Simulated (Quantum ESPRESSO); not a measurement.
# Pb (Fm-3m) in Quantum ESPRESSO: further runs

The runs below take Pb through single point, equation of state, with r2SCAN.

Everything below comes from runs of Quantum ESPRESSO 7.5. Logs are shortened: lines on timing, memory, paths and dates and some standing lists are left out, and cuts for length are marked.

## (1) The crystal as given

Symmetry: Fm-3m, No. 225, cubic system. The conventional cell has a = 4.950 Å, b = 4.950 Å, c = 4.950 Å, α = 90.00°, β = 90.00°, γ = 90.00°. Around Pb (site symmetry m-3m) lie 12 Pb at 3.50 Å.

## (2) Single point, r2SCAN, 28.50 Å³/atom

Input file pw.in:

```
&CONTROL
  calculation = 'scf'
  prefix = 'pwscf'
  outdir = './tmp'
  pseudo_dir = './pseudo'
  tstress = .true.
  disk_io = 'nowf'
/
&SYSTEM
  ibrav = 0
  nat = 1
  ntyp = 1
  ecutwfc = 56
  nbnd = 13
  input_dft = 'r2scan'
  occupations = 'smearing'
  smearing = 'fd'
  degauss = 0.00367493
  nosym = .true.
  nr1 = 36
  nr2 = 36
  nr3 = 36
/
&ELECTRONS
  conv_thr = 1d-08
  electron_maxstep = 120
  mixing_beta = 0.5
/
ATOMIC_SPECIES
Pb   207.2000 Pb_ONCV_PBE-1.2.upf
CELL_PARAMETERS angstrom
   0.0000000000    2.4244952108    2.4244952108
   2.4244952108    0.0000000000    2.4244952108
   2.4244952108    2.4244952108    0.0000000000
ATOMIC_POSITIONS crystal
Pb     0.0000000000    0.0000000000    0.0000000000
K_POINTS automatic
7 7 7 0 0 0
```

Potentials or basis: SG15 PBE 1.2.

The run is started by

```console
OMP_NUM_THREADS=1 mpirun -n 4 pw.x -nk 4 -in pw.in > pw.out
```

pw.out:

```text
This program is part of the open-source Quantum ESPRESSO suite
     for quantum simulation of materials; please cite
         "P. Giannozzi et al., J. Phys.:Condens. Matter 21 395502 (2009);
         "P. Giannozzi et al., J. Phys.:Condens. Matter 29 465901 (2017);
         "P. Giannozzi et al., J. Chem. Phys. 152 154105 (2020);
     in publications or presentations arising from this work. More details at

     IMPORTANT: XC functional enforced from input :
     Exchange-correlation= R2SCAN
                           (   0   0   0   0   0 497 498)
     Any further DFT definition will be discarded
     Please, verify this is what you really want

     K-points division:     npool     =       4
     Subspace diagonalization in iterative solution of the eigenvalue problem:
     a serial algorithm will be used

     G-vector sticks info
     --------------------
     sticks:   dense  smooth     PW     G-vecs:    dense   smooth      PW
     Sum         649     649    211                10969    10969    1989

     Using Slab Decomposition

     bravais-lattice index     =            0
     lattice parameter (alat)  =       6.4794  a.u.
     unit-cell volume          =     192.3493 (a.u.)^3
     number of atoms/cell      =            1
     number of atomic types    =            1
     number of electrons       =        14.00
     number of Kohn-Sham states=           13
     kinetic-energy cutoff     =      56.0000  Ry
     charge density cutoff     =     224.0000  Ry
     scf convergence threshold =      1.0E-08
     mixing beta               =       0.5000
     number of iterations used =            8  plain     mixing
     Exchange-correlation= R2SCAN
                           (   0   0   0   0   0 497 498)

     celldm(1)=   6.479406  celldm(2)=   0.000000  celldm(3)=   0.000000
     celldm(4)=   0.000000  celldm(5)=   0.000000  celldm(6)=   0.000000

     crystal axes: (cart. coord. in units of alat)
               a(1) = (   0.000000   0.707107   0.707107 )
               a(2) = (   0.707107   0.000000   0.707107 )
               a(3) = (   0.707107   0.707107   0.000000 )

     reciprocal axes: (cart. coord. in units 2 pi/alat)
               b(1) = ( -0.707107  0.707107  0.707107 )
               b(2) = (  0.707107 -0.707107  0.707107 )
               b(3) = (  0.707107  0.707107 -0.707107 )

     PseudoPot. # 1 for Pb read from file:
     Pb_ONCV_PBE-1.2.upf
     Pseudo is Norm-conserving, Zval = 14.0
     Generated using ONCVPSP code by D. R. Hamann
     Using radial grid of  602 points,  8 beta functions with:
                l(1) =   0
                l(2) =   0
                l(3) =   1
                l(4) =   1
                l(5) =   2
                l(6) =   2
                l(7) =   3
                l(8) =   3

     atomic species   valence    mass     pseudopotential
     Pb               14.00   207.20000     Pb( 1.00)

     No symmetry found

   Cartesian axes

     site n.     atom                  positions (alat units)
         1        Pb     tau(   1) = (   0.0000000   0.0000000   0.0000000  )

     number of k points=   172  Fermi-Dirac smearing, width (Ry)=  0.0037

     Number of k-points >= 100: set verbosity='high' to print them.

     Dense  grid:    10969 G-vectors     FFT dimensions: (  36,  36,  36)

     WARNING: libxc functional with ID  497 depends
      on external parameters: check the user_guide of
      QE if you need to modify them or to check their
      default values.

     WARNING: libxc functional with ID  498 depends
      on external parameters: check the user_guide of
      QE if you need to modify them or to check their
      default values.

     Initial potential from superposition of free atoms

     starting charge      13.8979, renormalised to      14.0000
     Starting wfcs are random

     Self-consistent Calculation

     iteration #  1     ecut=    56.00 Ry     beta= 0.50
     Davidson diagonalization with overlap
     ethr =  1.00E-02,  avg # of iterations =  7.9

     total energy              =    -112.18297312 Ry
     estimated scf accuracy    <       9.17524222 Ry

     iteration #  2     ecut=    56.00 Ry     beta= 0.50
     Davidson diagonalization with overlap
     ethr =  1.00E-02,  avg # of iterations =  1.0

     total energy              =    -112.25105193 Ry
     estimated scf accuracy    <       2.80490595 Ry

     iteration #  3     ecut=    56.00 Ry     beta= 0.50
     Davidson diagonalization with overlap
     ethr =  1.00E-02,  avg # of iterations =  1.0

     total energy              =    -112.25301026 Ry
     estimated scf accuracy    <       0.03114105 Ry

     iteration #  4     ecut=    56.00 Ry     beta= 0.50
     Davidson diagonalization with overlap
     ethr =  2.22E-04,  avg # of iterations =  1.9

     total energy              =    -112.25306082 Ry
     estimated scf accuracy    <       0.00002378 Ry

     iteration #  5     ecut=    56.00 Ry     beta= 0.50
     Davidson diagonalization with overlap
     c_bands:  1 eigenvalues not converged
     c_bands:  1 eigenvalues not converged
     c_bands:  1 eigenvalues not converged
     ethr =  1.70E-07,  avg # of iterations =  7.8

     total energy              =    -112.25306662 Ry
     estimated scf accuracy    <       0.00000136 Ry

     iteration #  6     ecut=    56.00 Ry     beta= 0.50
     Davidson diagonalization with overlap
     ethr =  9.73E-09,  avg # of iterations =  1.5

     total energy              =    -112.25306672 Ry
     estimated scf accuracy    <       0.00000006 Ry

     iteration #  7     ecut=    56.00 Ry     beta= 0.50
     Davidson diagonalization with overlap
     ethr =  4.13E-10,  avg # of iterations =  2.0

     total energy              =    -112.25306674 Ry
     estimated scf accuracy    <       0.00000001 Ry

     iteration #  8     ecut=    56.00 Ry     beta= 0.50
     Davidson diagonalization with overlap
     ethr =  9.25E-11,  avg # of iterations =  1.6

     End of self-consistent calculation

     Number of k-points >= 100: set verbosity='high' to print the bands.

     the Fermi energy is    13.0289 ev

!    total energy              =    -112.25306674 Ry
     estimated scf accuracy    <          4.3E-10 Ry
     smearing contrib. (-TS)   =      -0.00024636 Ry
     internal energy E=F+TS    =    -112.25282037 Ry

     The total energy is F=E-TS. E is the sum of the following terms:
     one-electron contribution =     -19.48395207 Ry
     hartree contribution      =      18.74349210 Ry
     xc contribution           =     -13.44326851 Ry
     ewald contribution        =     -98.06909190 Ry

     convergence has been achieved in   8 iterations

     Computing stress (Cartesian axis) and pressure

          total   stress  (Ry/bohr**3)                   (kbar)     P=       35.37
   0.00024045   0.00000000  -0.00000000           35.37        0.00       -0.00
   0.00000000   0.00024044  -0.00000000            0.00       35.37       -0.00
  -0.00000000  -0.00000000   0.00024044           -0.00       -0.00       35.37

=------------------------------------------------------------------------------=
   JOB DONE.
=------------------------------------------------------------------------------=
```

Wall time 45 s (4 MPI ranks of Arm Neoverse V2, shared host); peak memory 0.28 GiB.

Results:

```
Free energy            : -1527.2808 eV
Pressure               : 3.5 GPa
Band gap on the k mesh : none (metal or under the smearing width)
```

Caveat: the k mesh is coarse; the potentials were made for another functional, which shifts forces and pressure.

## (3) Single point, r2SCAN, 29.11 Å³/atom

pw.in, as its differences from that of step 2:

```diff
@@ -31,5 +31,5 @@
 CELL_PARAMETERS angstrom
-   0.0000000000    2.4244952108    2.4244952108
-   2.4244952108    0.0000000000    2.4244952108
-   2.4244952108    2.4244952108    0.0000000000
+   0.0000000000    2.4415696833    2.4415696833
+   2.4415696833    0.0000000000    2.4415696833
+   2.4415696833    2.4415696833    0.0000000000
 ATOMIC_POSITIONS crystal
```

Potentials or basis: SG15 PBE 1.2.

The run is started by

```console
OMP_NUM_THREADS=1 mpirun -n 4 pw.x -nk 4 -in pw.in > pw.out
```

Wall time 40 s (4 MPI ranks of Arm Neoverse V2, shared host); peak memory 0.28 GiB.

It converged, with:

```yaml
Free_energy: -1527.2918 eV
Pressure: 2.3 GPa
Band_gap_on_the_k_mesh: none (metal or under the smearing width)
```

Caveat: the k mesh is coarse; the potentials were made for another functional, which shifts forces and pressure.

## (4) Single point, r2SCAN, 29.72 Å³/atom

pw.in, as its differences from that of step 3:

```diff
@@ -31,5 +31,5 @@
 CELL_PARAMETERS angstrom
-   0.0000000000    2.4415696833    2.4415696833
-   2.4415696833    0.0000000000    2.4415696833
-   2.4415696833    2.4415696833    0.0000000000
+   0.0000000000    2.4584086270    2.4584086270
+   2.4584086270    0.0000000000    2.4584086270
+   2.4584086270    2.4584086270    0.0000000000
 ATOMIC_POSITIONS crystal
```

The run is started by

```console
OMP_NUM_THREADS=1 mpirun -n 4 pw.x -nk 4 -in pw.in > pw.out
```

Wall time 41 s (4 MPI ranks of Arm Neoverse V2, shared host); peak memory 0.28 GiB.

Results (log left out):

```yaml
Free_energy: -1527.2982 eV
Pressure: 1.1 GPa
Band_gap_on_the_k_mesh: none (metal or under the smearing width)
```

Caveat: the k mesh is coarse; the potentials were made for another functional, which shifts forces and pressure.

## (5) Single point, r2SCAN, 30.32 Å³/atom

pw.in, as its differences from that of step 4:

```diff
@@ -31,5 +31,5 @@
 CELL_PARAMETERS angstrom
-   0.0000000000    2.4584086270    2.4584086270
-   2.4584086270    0.0000000000    2.4584086270
-   2.4584086270    2.4584086270    0.0000000000
+   0.0000000000    2.4750200000    2.4750200000
+   2.4750200000    0.0000000000    2.4750200000
+   2.4750200000    2.4750200000    0.0000000000
 ATOMIC_POSITIONS crystal
```

The run is started by

```console
OMP_NUM_THREADS=1 mpirun -n 4 pw.x -nk 4 -in pw.in > pw.out
```

Run time: 42 s. Hardware: 4 MPI ranks of Arm Neoverse V2, shared host; peak memory 0.28 GiB.

It converged, with:

```
Free energy            : -1527.3006 eV
Pressure               : 0.1 GPa
Band gap on the k mesh : none (metal or under the smearing width)
```

Caveat: the k mesh is coarse; the potentials were made for another functional, which shifts forces and pressure.

## (6) Single point, r2SCAN, 30.93 Å³/atom

pw.in, as its differences from that of step 5:

```diff
@@ -31,5 +31,5 @@
 CELL_PARAMETERS angstrom
-   0.0000000000    2.4750200000    2.4750200000
-   2.4750200000    0.0000000000    2.4750200000
-   2.4750200000    2.4750200000    0.0000000000
+   0.0000000000    2.4914113386    2.4914113386
+   2.4914113386    0.0000000000    2.4914113386
+   2.4914113386    2.4914113386    0.0000000000
 ATOMIC_POSITIONS crystal
```

Potentials or basis: SG15 PBE 1.2.

The run is started by

```console
OMP_NUM_THREADS=1 mpirun -n 4 pw.x -nk 4 -in pw.in > pw.out
```

Wall time 41 s (4 MPI ranks of Arm Neoverse V2, shared host); peak memory 0.28 GiB.

It converged, with:

```yaml
Free_energy: -1527.2993 eV
Pressure: -0.8 GPa
Band_gap_on_the_k_mesh: none (metal or under the smearing width)
```

Caveat: the k mesh is coarse; the potentials were made for another functional, which shifts forces and pressure.

## (7) Single point, r2SCAN, 31.54 Å³/atom

pw.in, as its differences from that of step 6:

```diff
@@ -31,5 +31,5 @@
 CELL_PARAMETERS angstrom
-   0.0000000000    2.4914113386    2.4914113386
-   2.4914113386    0.0000000000    2.4914113386
-   2.4914113386    2.4914113386    0.0000000000
+   0.0000000000    2.5075897876    2.5075897876
+   2.5075897876    0.0000000000    2.5075897876
+   2.5075897876    2.5075897876    0.0000000000
 ATOMIC_POSITIONS crystal
```

The run is started by

```console
OMP_NUM_THREADS=1 mpirun -n 4 pw.x -nk 4 -in pw.in > pw.out
```

It took 41 s on 4 MPI ranks of Arm Neoverse V2, shared host; peak memory 0.28 GiB.

It converged, with:

```yaml
Free_energy: -1527.2947 eV
Pressure: -1.6 GPa
Band_gap_on_the_k_mesh: none (metal or under the smearing width)
```

Caveat: the k mesh is coarse; the potentials were made for another functional, which shifts forces and pressure.

## (8) Single point, r2SCAN, 32.14 Å³/atom

pw.in, as its differences from that of step 7:

```diff
@@ -31,5 +31,5 @@
 CELL_PARAMETERS angstrom
-   0.0000000000    2.5075897876    2.5075897876
-   2.5075897876    0.0000000000    2.5075897876
-   2.5075897876    2.5075897876    0.0000000000
+   0.0000000000    2.5235621278    2.5235621278
+   2.5235621278    0.0000000000    2.5235621278
+   2.5235621278    2.5235621278    0.0000000000
 ATOMIC_POSITIONS crystal
```

The run is started by

```console
OMP_NUM_THREADS=1 mpirun -n 4 pw.x -nk 4 -in pw.in > pw.out
```

Wall time 43 s (4 MPI ranks of Arm Neoverse V2, shared host); peak memory 0.28 GiB.

Results (log left out):

* Free energy: -1527.2871 eV
* Pressure: -2.4 GPa
* Band gap on the k mesh: none (metal or under the smearing width)

Caveat: the k mesh is coarse; the potentials were made for another functional, which shifts forces and pressure.

## (9) Equation of state, r2SCAN

Potentials or basis: SG15 PBE 1.2.

This step only gathers the single runs of the series.

What came out:

| Property | Result |
| --- | --- |
| Equilibrium volume | 30.40 Å³/atom |
| Bulk modulus | 48 GPa |
| Pressure derivative of the bulk modulus | 4.3 |

Energy against volume, from the lowest point:
| volume (Å³/atom) | energy (meV/atom) |
| --- | --- |
| 28.503 | 19.82 |
| 29.110 | 8.82 |
| 29.716 | 2.37 |
| 30.323 | 0.00 |
| 30.929 | 1.30 |
| 31.535 | 5.91 |
| 32.142 | 13.50 |

Caveat: the k mesh is coarse; the potentials were made for another functional, which shifts forces and pressure. Spin-orbit coupling is left out, which matters for the levels of Pb.

## (10) The reference run

An earlier run on the cell as given: functional PBEsol; potentials or basis GBRV 1.5 PBEsol; cutoff 612 eV; density cutoff 4898 eV; k mesh 9 × 9 × 9; occupations fermi-dirac, width 0.05 eV; no spin polarisation.

- Pressure: -0.8 GPa
- Band gap on the k mesh: none (metal or under the smearing width)
